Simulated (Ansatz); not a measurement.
## How far is PAW off for TaN?

```
CELL_PARAMETERS angstrom
3.06819 0.00000 0.00000
-1.53409 2.65713 0.00000
0.00000 0.00000 4.95057
ATOMIC_POSITIONS crystal
Ta 0.00000 0.00000 0.00000
Ta 0.00000 0.00000 0.50000
N 0.33333 0.66667 0.25000
N 0.66667 0.33333 0.75000
```

Atom numbers follow the list: Ta1, Ta2, N3, N4.

The geometry is COD entry 1523630, unchecked; take it as a test cell. The listed cell was then made from it by scaling, straining or moving an atom.

No spin–orbit coupling, which matters for the heavy atoms here.

All numbers are computed: DFT, PBEsol, PAW with Ansatz's default frozen-core files, scalar-relativistic (Ansatz 0.2.0); DFT, PBEsol, all-electron PAW with datasets made for the crystal, scalar-relativistic (Ansatz 0.2.0); DFT, PBEsol, all-electron LAPW, scalar-relativistic (Ansatz 0.2.0).

For PAW: a Γ-centred 11×11×6 k mesh, Fermi–Dirac smearing of 0.01 eV, cutoff 420 eV, no spin polarisation; the PAW files were made with PBE, and the program remakes their frozen cores for this functional. The crystal-made all-electron datasets (AE datasets) take a cutoff of 500 eV at this cell. LAPW targets a basis error of 1 meV/atom. The Ansatz runs share mesh, smearing and spin set-up. Plane-wave (PAW) pressures include the program's estimate of the Pulay term.

Stress and pressure are positive in compression.

The change that made this cell: volume scaled by 1.02.

No spin–orbit coupling: at heavy atoms the gradients can be off by tens of per cent for that reason.

In a metal, gradients converge slowly with the k mesh: the values move by tens of per cent from one mesh to another, at times in sign, so only the comparison on one mesh counts.

```json
{"quantity": "pressure (GPa)", "PAW": "38.51", "AE datasets": "38.03", "LAPW": "38.04"}
{"quantity": "stress xx (GPa)", "PAW": "13.14", "AE datasets": "12.78", "LAPW": "12.79"}
{"quantity": "stress zz (GPa)", "PAW": "89.25", "AE datasets": "88.54", "LAPW": "88.54"}
{"quantity": "largest principal field gradient Vzz at Ta1 (10²¹ V/m²)", "PAW": "-19.67", "AE datasets": "-19.19", "LAPW": "–"}
{"quantity": "largest principal field gradient Vzz at N3 (10²¹ V/m²)", "PAW": "0.60", "AE datasets": "0.59", "LAPW": "–"}
```

PAW's pressure differs from the LAPW value by +0.47 GPa. Datasets made for the crystal and LAPW share parts of one code, so their agreement isn't an independent check.
